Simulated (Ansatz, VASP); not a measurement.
# One calculation of PbS, two programs

Contents of INCAR:

```
SYSTEM = PbS
ALGO = Normal ; EDIFF = 1E-6
ENCUT = 520 ; GGA = PE
ISIF = 2 ; ISMEAR = 0
IVDW = 12 ; LASPH = .True.
LCHARG = .False. ; LREAL = .False.
LWAVE = .False. ; NBANDS = 17
NELM = 100 ; PREC = Accurate
SIGMA = 0.03
```

Contents of KPOINTS:

```
k-points
0
Gamma
  12 12 12
  0 0 0
```

The input POSCAR:

```
PbS
1.0
    2.1566831551      1.2451616001      3.2426310994
   -2.1566831551      1.2451616001      3.2426310994
    0.0000000000     -2.4903232003      3.2426310994
Pb S
1 1
Direct
    0.9779892340      0.9779892340      0.9779892340
    0.4776120960      0.4776120960      0.4776120960
```

Input for Ansatz:

```yaml
crystal:
  lattice:
    - [2.1566831551, 1.2451616001, 3.2426310994]
    - [-2.1566831551, 1.2451616001, 3.2426310994]
    - [0.0, -2.4903232003, 3.2426310994]
  atoms:
    - { symbol: Pb, position: [0.977989234, 0.977989234, 0.977989234] }
    - { symbol: S, position: [0.477612096, 0.477612096, 0.477612096] }
basis:
  ecutwfc: 420
kpoints:
  mp_grid: { grid: [12, 12, 12] }
hamiltonian:
  xc: pbe
  dispersion: d3bj
scf:
  occupations: { method: gaussian, width: 0.03 }
output:
  forces: true
  stress: true
  eigenvalues: true
```

Alike in both runs: task single point; functional PBE; dispersion D3(BJ); k mesh 12 × 12 × 12; occupations gaussian, width 0.03 eV; no spin polarisation.

|  | VASP | Ansatz |
| --- | --- | --- |
| version | VASP 6.6.1 | Ansatz 0.2.0 |
| potentials or method | VASP PAW PBE potentials, release 64 (Pb_d, S) | scalar-relativistic, plane waves, PAW |
| plane-wave cutoff (eV) | 520 | 420 |
| valence electrons in the cell | 20 | 20 |

```csv
,VASP,Ansatz,Ansatz less VASP
gap on the k mesh at the Fermi level (eV),none,none,-
pressure (GPa),-0.3,-0.2,+0.09
largest component of the traceless stress (GPa),1.83,1.82,-0.004
```

A gap of «none» marks a metal or a gap that the smearing closes.

Caveats: pairwise dispersion overbinds metals, which lowers pressure and volume. Spin-orbit coupling is left out, which matters for the levels of Pb.
